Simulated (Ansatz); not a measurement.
**Abstraction of H: GeH2(CH3)(SH) + C2H3O2 → GeH(CH3)(SH) + C2H4O2**

Gas-phase species: GeH2(CH3)(SH), singlet; C2H3O2 `[CH2]C(=O)O`, doublet; GeH(CH3)(SH), doublet; C2H4O2 (acetic acid) `CC(=O)O`, singlet. A radical takes H: the energy is the difference in strength between the Ge–H bond broken and the C–H bond made.

Shapes, held fixed at every level: PBE0-D4/def2-TZVP. Flexible molecules stand in one conformer, not always the lowest. Programs: Ansatz 0.2.0. The zero-point and thermal change to 298 K, harmonic and unscaled (PBE0-D4/def2-TZVP), is +12.5 kJ/mol.

```tsv
level	kind	ΔH(298 K) (kJ/mol)	less CCSD(T)/def2-TZVPP
HF/def2-TZVPP	Hartree–Fock	-34.9	+26.0
PBE-D4/def2-TZVPP	GGA	-73.0	-12.1
BHLYP-D4/def2-TZVPP	global hybrid	-56.0	+4.9
PBE0-D4/def2-TZVPP	global hybrid	-66.2	-5.3
wB97M-V/def2-TZVPP	range-separated hybrid	-68.2	-7.3
B2PLYP/def2-TZVPP	double hybrid	-64.9	-4.0
CCSD/def2-SVP	coupled cluster or CI	-60.3	+0.6
CCSD(T)/def2-TZVPP	coupled cluster or CI	-60.9	0.0
```

The highest level, CCSD(T)/def2-TZVPP, gives ΔH(298 K) = -60.9 kJ/mol; the levels span -73.0 to -34.9. The column of differences is taken from that level and isn't an error. No measured value is set beside it here. Spin contamination: C2H3O2 (⟨S²⟩ up to 0.80). Open shells run unrestricted. Relativity is left out for Ge. Outer-core shells of Ge are correlated, in sets that cover them unevenly.
